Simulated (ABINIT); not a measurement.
ZrC: band structure with r2SCAN

The system is ZrC.

```
Zr C
1.0
     0.00000    2.36500    2.36500
     2.36500    0.00000    2.36500
     2.36500    2.36500    0.00000
Zr C
1 1
Cartesian
  2.3650 2.3650 2.3650
  0.0000 0.0000 0.0000
```

```json
{
  "Program": "ABINIT 10.8.3 (patched build)",
  "Task": "band structure",
  "Functional": "r2SCAN",
  "Potentials or basis": "JTH PAW LDA v2.0",
  "Cutoff": "653 eV",
  "k mesh": "10 × 10 × 10",
  "Occupations": "fermi-dirac, width 0.05 eV",
  "Spin": "no spin polarisation",
  "Fine-grid cutoff": "1251.72 eV"
}
```

```yaml
Pressure: -1.5 GPa
Band_gap_on_the_k_mesh: none (metal or under the smearing width)
Valence_electrons_inside_the_program's_atomic_spheres: Zr 9.00; C 2.41
```

Levels at the corners of the path, in eV from the Fermi level:
| point | band 6 | band 7 | band 8 | band 9 | band 10 | band 11 |
| --- | --- | --- | --- | --- | --- | --- |
| Γ | 0.90 | 0.90 | 0.90 | 1.27 | 1.27 | 1.27 |
| X | -2.24 | -1.59 | -0.03 | -0.03 | 4.48 | 5.82 |
| W | -2.76 | -2.43 | -2.43 | 3.46 | 3.46 | 5.83 |
| K | -3.11 | -2.42 | -1.69 | 1.64 | 5.06 | 5.59 |
| Γ | 0.90 | 0.90 | 0.90 | 1.27 | 1.27 | 1.27 |
| L | -5.40 | -3.06 | -3.06 | 4.67 | 4.67 | 5.56 |
| U | -3.11 | -2.42 | -1.69 | 1.64 | 5.06 | 5.59 |
| W | -2.76 | -2.43 | -2.43 | 3.46 | 3.46 | 5.83 |
| L | -5.40 | -3.06 | -3.06 | 4.67 | 4.67 | 5.56 |
| K | -3.11 | -2.42 | -1.69 | 1.64 | 5.06 | 5.59 |

Run time: 2.7 min on 1 thread of Arm Neoverse V1, with other jobs on the host, peak memory 0.13 GiB.

Caveat: the PAW data sets were made with another functional, which shifts forces and pressure a little.
